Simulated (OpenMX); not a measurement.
# MgB2 under changes of volume

One of the cells (9.679 Å³/atom); the others are scaled copies at fixed shape and fractional positions:

```xyz
3
Lattice="3.0850 0.0000 0.0000 -1.5425 2.6717 0.0000 0.0000 0.0000 3.5230" Properties=species:S:1:pos:R:3 pbc="T T T"
Mg    0.0000    0.0000    0.0000
B     1.5425    0.8906    1.7615
B     0.0000    1.7811    1.7615
```

| Property | Result |
| --- | --- |
| Program | OpenMX 3.8.5 |
| Functional | PBE |
| Potentials or basis | OpenMX 2013 PBE set, Mg7.0-s3p2, B7.0-s2p2, fixed grid of 36 × 36 × 48 points |
| k mesh | 11 × 11 × 9 |
| Occupations | fermi-dirac, width 0.05 eV |
| Spin | no spin polarisation |

```tsv
volume (Å³/atom)	energy over the lowest point (meV/atom)	largest force (eV/Å)
9.098	23.45	0.009
9.292	?	?
9.485	3.81	0.008
9.679	0.13	0.008
9.873	0.00	0.008
10.066	3.18	0.008
10.260	9.38	0.007
```

Problem. What does the run at 9.292 Å³/atom give?

Solution. Energy over the lowest point 11.44 meV/atom; largest force 0.009 eV/Å.

Worked out: A Birch-Murnaghan fit of order 3 (a polynomial in V^(-2/3)) to the other rows has its minimum at 9.78 Å³/atom with B0 = V·E''(V) = 143 GPa and B' = 3.6 at fixed shape and positions, which overstates the stiffness. It gives 11.45 meV/atom at 9.292 Å³/atom, against the run's 11.44.

Energies are extrapolated to zero smearing.

Caveats: the basis of atomic orbitals isn't converged, which shifts pressures, moduli and gaps.
